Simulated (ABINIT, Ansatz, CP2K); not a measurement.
GaP: equilibrium volume by level of theory

Space group F-43m (No. 216). a = 5.451 Å, b = 5.451 Å, c = 5.451 Å, α = 90.00°, β = 90.00°, γ = 90.00°
```
atom  site  symmetry       x       y       z
  Ga    4a      -43m  0.0000  0.0000  0.0000
   P    4c      -43m  0.2500  0.2500  0.2500
```

```csv
rung,level,program and potentials,cutoff (eV),k mesh,smearing,task,spin,core time,chip,equilibrium volume (Å³/atom),miss,notes
GGA,PBEsol,"Ansatz, Ansatz PAW",420,6 × 6 × 6,fermi-dirac 0.05,relaxation of cell and atoms,off,5.2 s,Intel Xeon Platinum 8488C Sapphire Rapids,20.11,-0.6 %,"potentials made for PBE, which Ansatz adapts in part"
GGA + dispersion,PBE+D4,"Ansatz, Ansatz PAW",420,8 × 8 × 8,fermi-dirac 0.05,equation of state,off,12 s,Arm Neoverse V2,20.05,-0.9 %,-
LDA,LDA,"Ansatz, Ansatz PAW",420,8 × 8 × 8,fermi-dirac 0.05,relaxation of cell and atoms,off,13 s,Intel Xeon Platinum 8259CL Skylake/Cascade Lake,19.59,-3.2 %,"potentials made for PBE, which Ansatz adapts in part"
GGA,RPBE,"Ansatz, Ansatz PAW",420,8 × 8 × 8,fermi-dirac 0.05,relaxation of cell and atoms,off,15 s,Intel Xeon Platinum 8259CL Skylake/Cascade Lake,21.43,+5.9 %,"potentials made for PBE, which Ansatz adapts in part"
GGA,BLYP,"Ansatz, Ansatz PAW",420,8 × 8 × 8,fermi-dirac 0.05,relaxation of cell and atoms,off,16 s,Intel Xeon Platinum 8259CL Skylake/Cascade Lake,21.92,+8.3 %,"potentials made for PBE, which Ansatz adapts in part"
LDA,LDA,"Ansatz, Ansatz PAW",420,8 × 8 × 8,fermi-dirac 0.05,equation of state,"SOC, no magnetisation",62 s,Arm Neoverse V1,(a),?,"potentials made for PBE, which Ansatz adapts in part"
hybrid,PBE0,"Ansatz, Ansatz PAW",420,4 × 4 × 4,fermi-dirac 0.05,relaxation of cell and atoms,off,92 s,Intel Xeon Skylake/Cascade Lake,20.44,+1.0 %,"coarse mesh; potentials made for PBE, which Ansatz adapts in part"
GGA,PBE,"ABINIT, JTH PAW PBE v2.0",544,6 × 6 × 6,fermi-dirac 0.05,relaxation of cell and atoms,"SOC, no magnetisation",5.3 min,Intel Xeon,(b),?,-
meta-GGA,r2SCAN,"CP2K, POTENTIAL_UZH Ga GTH-SCAN-q13, P GTH-SCAN-q5; TZVP-MOLOPT-SCAN-GTH basis",-,8 × 8 × 8,fermi-dirac 0.05,equation of state,off,8 min,AMD EPYC 9R45 Zen 5,20.16,-0.4 %,atomic basis
```

Times are single runs on shared hosts and different chips, so they are rough; meshes, cutoffs and the tasks' sizes weigh on the time. Smearing widths are in eV. Meshes differ between rows, which moves values too. Meshes are those of the run's cell of 2 atoms unless a note names another. Relaxations start from the cell shown or near it and stop with a little pressure left. Misses use the values as printed. Runs on faulty files, with rough fits or with known faults for this quantity aren't shown.

Measured: 20.24 Å³/atom at 298 K (a printed reference work). The runs are for a static lattice.

Problem. Estimate the values left out from the other rows.

Solution. (a) 19.58 Å³/atom, miss -3.3 %; (b) 20.89 Å³/atom, miss +3.2 %.
